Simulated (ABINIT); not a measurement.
Crystal: Si.

```
Si
1.0
     2.87212   -5.98273    0.00000
     2.87212    5.98273    0.00000
     0.00000    0.00000    3.84691
Si
6
Direct
  0.01112 0.40148 0.25000
  0.40148 0.01112 0.75000
  0.59852 0.98888 0.25000
  0.98888 0.59852 0.75000
  0.44398 0.55602 0.25000
  0.55602 0.44398 0.75000
```

The cell was built by a generator and needn't be a form met in nature.

Base run:

```yaml
Program: ABINIT 10.8.3 (patched build)
Functional: BLYP
Potentials_or_basis: JTH PAW PBE v2.0
Cutoff: 490 eV
k_mesh: 5 × 5 × 7
Occupations: fermi-dirac, width 0.05 eV
Spin: no spin polarisation
```

Its results: band gap on the k mesh 0.62 eV, indirect (least direct gap 0.64 eV); pressure 2.8 GPa; largest force 0.067 eV/Å.

Question: After a change of settings the same cell gave: band gap on the k mesh 0.38 eV, direct; pressure -1.6 GPa; largest force 0.075 eV/Å. Which change was it?
A. functional from BLYP to revPBE
B. functional from BLYP to PBE
C. functional from BLYP to AM05
D. functional from BLYP to RPBE

Answer: C.

AM05 binds more tightly than BLYP, so the same cell stands under less pressure.

Caveats: the PAW data sets were made with another functional, which shifts forces and pressure a little; an odd mesh through Γ misses points on the zone boundary, where band edges often lie.
